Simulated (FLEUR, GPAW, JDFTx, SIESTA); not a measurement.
**Nb: energy against volume and a worked fit**

```cif
data_structure
_symmetry_space_group_name_H-M 'Im-3m'
_symmetry_Int_Tables_number 229
_cell_length_a 3.3279
_cell_length_b 3.3279
_cell_length_c 3.3279
_cell_angle_alpha 90.000
_cell_angle_beta 90.000
_cell_angle_gamma 90.000
_cell_volume 36.86
loop_
_atom_site_label
_atom_site_type_symbol
_atom_site_symmetry_multiplicity
_atom_site_Wyckoff_symbol
_atom_site_fract_x
_atom_site_fract_y
_atom_site_fract_z
_atom_site_occupancy
Nb1 Nb 2 a 0.00000 0.00000 0.00000 1
```

The cell was scaled at fixed shape and fractions and run with SIESTA, files PseudoDojo sr-pbesol-0.4.1-standard, DZP (energy shift 0.003 Ry; two zetas on semicore shells); PBEsol, k mesh 11 × 11 × 11 on the cell of 1 atom, fermi-dirac occupations of 0.05 eV, no spin polarisation, no spin-orbit coupling. Energies are those that the program minimises, any entropy of the smearing included. For a metal such a mesh isn't converged to the digits shown.

```tsv
V (Å³/atom)	energy over the lowest row (meV/atom)
17.3224	6.39
17.6910	0.00
18.0595	2.70
18.4281	13.71
18.7967	32.08
19.1652	?
19.5338	88.52
```

Task: Fit the third-order Birch-Murnaghan form, give V0, B0 and B′, and predict the energy left open.

Result: With y = (V0/V)^(2/3), E = E0 + (9 V0 B0/16) [(y - 1)³ B′ + (y - 1)² (6 - 4y)]. Least squares through the rows shown give V0 = 17.7597 Å³/atom, E0 = -0.16 meV, B0 = 187.2 GPa (1 eV/Å³ = 160.218 GPa) and B′ = 3.85, with a largest miss of 0.03 meV. At V = 19.1652 the form with these constants gives 57.27 meV; the run gave 57.23 meV an atom. Other set-ups at this level, from all their volumes (Å³/atom, GPa): FLEUR, all-electron, FLAPW: V0 17.592, B0 180.9; GPAW, PAW data sets generated for this functional: V0 17.523, B0 181.4; JDFTx, PseudoDojo-SR-PBEsol-0.4.1-standard: V0 17.618, B0 180.9; JDFTx, PseudoDojo-SR-PBEsol-0.4.1-standard with smoothed tails: V0 17.609, B0 181.1. Measured volume: 17.9 Å³/atom (arxiv:1906.07796), so the fit lies -0.8 % from it. Measured modulus: 169 GPa (arxiv:1910.08312), so the fit lies +10.8 % from it. The runs are for a static lattice.

The stiffness of niobium comes largely from its partly filled 4d band: with five valence electrons per atom, mainly bonding d states are occupied. Expansion weakens the d-d overlap that binds the metal, while compression increases it but is resisted by the rising kinetic energy of the electrons and the repulsion at short range. The fitted B′ of 3.85 expresses the usual anharmonicity, with the lattice softening as it expands and the overlap weakens.

The omitted energy is reproduced closely, but as an interpolation this tests the smoothness of the curve, not the accuracy of its constants. SIESTA gives both a larger volume and a higher modulus than every other set-up, whereas a simple shift along one equation of state would lower the modulus as the volume grew. JDFTx with the same pseudopotential family stays near the all-electron result, so the offset probably comes from the localised basis. The better agreement with the measured volume is therefore likely to be partly a cancellation of errors, and is no evidence of a better description of the bonding. With few points below V0, the behaviour under strong compression remains untested.
